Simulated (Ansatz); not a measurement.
# HfO2: the cost of one run

Program: Ansatz 0.2.0. Level of theory: DFT PBE, scalar-relativistic, plane waves, PAW. These are calculated values, not measurements.

4 further runs of the same task are left out: 1 that didn't finish, 3 set aside as unsound or not needed.

### Step 1. The starting structure

It takes space group P4_2/nmc (No. 137, tetragonal). The conventional cell has a = 3.604 Å, b = 3.604 Å, c = 5.264 Å, α = 90.00°, β = 90.00°, γ = 90.00°. Hf (site symmetry -4m2) has 4 O at 2.07 Å as nearest neighbours. Around O (site symmetry 2mm) lie 2 Hf at 2.07 Å.

As a file:

```cif
data_structure
_symmetry_space_group_name_H-M 'P4_2/nmc:1'
_symmetry_Int_Tables_number 137
_cell_length_a 3.6043
_cell_length_b 3.6043
_cell_length_c 5.2640
_cell_angle_alpha 90.000
_cell_angle_beta 90.000
_cell_angle_gamma 90.000
_cell_volume 68.38
loop_
_atom_site_label
_atom_site_type_symbol
_atom_site_symmetry_multiplicity
_atom_site_Wyckoff_symbol
_atom_site_fract_x
_atom_site_fract_y
_atom_site_fract_z
_atom_site_occupancy
Hf1 Hf 2 a 0.50000 0.50000 0.50000 1
O1 O 4 d 0.00000 0.50000 0.69325 1
```

It goes back to an entry of the Materials Project, which need not be the stable form.

This cell was relaxed beforehand with the same method: volume 11.40 Å³/atom, gap on the mesh 4.67 eV.

### Step 2. Zero of energy

Reference values: F = -33723.0398 eV; pressure 0.02 GPa; largest force 0.000 eV/Å; gap on the mesh 4.67 eV. It was computed beforehand with the settings of the runs below.

### Step 3. Setting up energy and stress against strain

The cell is strained by ε times the Voigt pattern (1, 0, 0, 0, 0, 0) (xx, yy, zz, yz, xz, xy; engineering shear), with fractional coordinates fixed (clamped ions). The stress on the pattern is the sum of the stress components weighted by it, tension positive.

### Step 4. At ε = -0.1500

Input file input.yaml:

```yaml
crystal:
  lattice:
    - [3.0636590664, 0.0, 0.0]
    - [0.0, 3.604304784, 0.0]
    - [0.0, 0.0, 5.2639672632]
  atoms:
    - { symbol: Hf, position: [0.5, 0.5, 0.5] }
    - { symbol: Hf, position: [0.0, 0.0, 0.0] }
    - { symbol: O, position: [0.0, 0.5, 0.6932520948] }
    - { symbol: O, position: [0.5, 0.0, 0.8067479052] }
    - { symbol: O, position: [0.5, 0.0, 0.3067479052] }
    - { symbol: O, position: [0.0, 0.5, 0.1932520948] }
basis:
  ecutwfc: 420
kpoints:
  mp_grid: { grid: [6, 6, 4] }
hamiltonian:
  xc: pbe
scf:
  occupations: { method: gaussian, width: 0.05 }
output:
  forces: true
  stress: true
  eigenvalues: true
```

On the command line:

```sh
> ansatz run input.yaml --threads 1 --pin off --max-ram 2560MiB --backend cpu --events-out ev --progress --plain --runs-dir out
```

**Question.** How long does this run take on 1 thread of Arm Neoverse V2, shared host, and how much memory does it need?

About 6 s, with a peak of 0.38 GiB.
